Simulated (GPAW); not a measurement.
Here is a GPAW 26.7.0 calculation.

Contents of run.py:

```python
from ase import Atoms
from ase.dft.bandgap import bandgap
from ase.io import write
from ase.units import GPa
from gpaw import GPAW, PW

atoms = Atoms(['Pb', 'Te'],
              cell=[[0.0, 3.231, 3.231],
                    [3.231, 0.0, 3.231],
                    [3.231, 3.231, 0.0]],
              scaled_positions=[[0.0, 0.0, 0.0],
                                [0.5, 0.5, 0.5]],
              pbc=True)

calc = GPAW(mode=PW(500),
            xc='PBE',
            kpts={'size': (6, 6, 6), 'gamma': True},
            occupations={'name': 'fermi-dirac', 'width': 0.01},
            setups={'Te': '16'},
            nbands=-9,
            convergence={'density': 1e-05, 'energy': 1e-05},
            maxiter=150,
            txt='gpaw.txt')
atoms.calc = calc
energy = atoms.get_potential_energy()
forces = atoms.get_forces()
stress = atoms.get_stress()
calc.write('gs.gpw')
write('result.traj', atoms)
print(f'Energy: {energy:.6f} eV')
print('Forces (eV/A):')
print(forces.round(4))
print('Stress (GPa):', (stress / GPa).round(3))
print('Fermi level:', round(calc.get_fermi_level(), 4), 'eV')
print(f'Gap: {bandgap(calc)[0]:.4f} eV, direct: {bandgap(calc, direct=True)[0]:.4f} eV')
```

Potentials or basis: GPAW PAW data sets (gpaw-data 1.2.1), other valence, pw.

Command:

```sh
$ OMP_NUM_THREADS=1 python run.py
```

Q: Estimate the pressure.

A: 1.4 GPa.

Q: Predict the band gap on the k mesh.

A: 0.65 eV, direct.

Caveat: the cutoff is short for stress and forces, so pressures can be off by a GPa or more; spin-orbit coupling is left out, which as a rule narrows the gap of such compounds by several tenths of an eV.

**What was measured.**

From a printed reference work, monograph, for a bulk crystal of TePb at 4.2 K: band gap 0.19 eV (direct).

Against the measured gap of TePb, 0.19 eV (direct; 4.2 K; a printed reference work, monograph), the calculated 0.65 eV is off by +0.46 eV. Spin-orbit coupling on Pb, Te is left out. The value is that of PBE on a finite k mesh, which can miss the band edges, without temperature or zero-point motion.
